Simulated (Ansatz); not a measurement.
## Is this MgO structure stable?

The structure comes from a generated guess, relaxed at this level; another structure or a mixture of phases may lie lower.

Method: DFT PBE, scalar-relativistic, plane waves, PAW in Ansatz. Cutoff 420 eV, Γ-centred 8×8×8 mesh (2-atom cell), Gaussian smearing of 0.02 eV, no spin polarisation.

```xyz
2
Lattice="0.0000 2.3062 2.3062 2.3062 0.0000 2.3062 2.3062 2.3062 0.0000" Properties=species:S:1:pos:R:3 pbc="T T T"
Mg    2.3062    2.3062    2.3062
O     3.4592    3.4592    3.4592
```

Formation energies are uncorrected and refer to the elements' standard structures at the same level (O₂ as a molecule).

Task: These tests were run: energy against the elements; random kick, then relaxation without symmetry; phonons on a 4×4×4 q mesh. What do they show?

Result:

```
                                         test                         result
                  energy against the elements                 −2.584 eV/atom
random kick, then relaxation without symmetry                        returns
                    phonons on a 4×4×4 q mesh  no imaginary mode on the mesh
```

It fails none of these tests. Whether a mixture of other phases lies lower isn't tested here.

The kick test ran on a coarse mesh. The run for the phonons used an 8×8×8 k mesh.
